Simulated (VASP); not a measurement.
TaS2 under changes of volume

One of the cells (19.364 Å³/atom); the others are scaled copies at fixed shape and fractional positions:

```
Ta S
1.0
     3.37219    0.00000    0.00000
    -1.68609    2.92040    0.00000
     0.00000    0.00000    5.89881
Ta S
1 2
Direct
  0.00000 0.00000 0.00000
  0.66667 0.33333 0.75000
  0.33333 0.66667 0.25000
```

```yaml
Program: VASP 6.6.1
Functional: PBEsol
Potentials_or_basis: VASP PAW PBE potentials, release 64 (Ta_pv, S)
Cutoff: 520 eV
k_mesh: 9 × 9 × 5
Occupations: fermi-dirac, width 0.05 eV
Spin: no spin polarisation
```

```csv
volume (Å³/atom),energy over the lowest point (meV/atom),pressure (GPa),largest force (eV/Å)
17.845,77.01,15.2,2.188
18.225,45.64,11.3,1.771
18.605,23.05,7.8,1.383
19.364,0.96,1.7,0.685
19.744,0.00,-0.9,0.370
20.123,?,?,?
```

Q: What does the run at 20.123 Å³/atom give?

A: Energy over the lowest point 4.92 meV/atom; pressure -3.3 GPa; largest force 0.077 eV/Å.

Worked out: A Birch-Murnaghan fit of order 3 (a polynomial in V^(-2/3)) to the other rows has its minimum at 19.61 Å³/atom with B0 = V·E''(V) = 133 GPa and B' = 4.1 at fixed shape and positions, which overstates the stiffness. It gives 4.92 meV/atom at 20.123 Å³/atom, against the run's 4.92, and -dE/dV = -3.2 GPa, against -3.3.

Energies are extrapolated to zero smearing.

Caveats: the PAW data sets were made with another functional, which shifts forces and pressure a little; this functional lacks dispersion, which binds the layers, so the pressure and a relaxed spacing across them are unreliable.
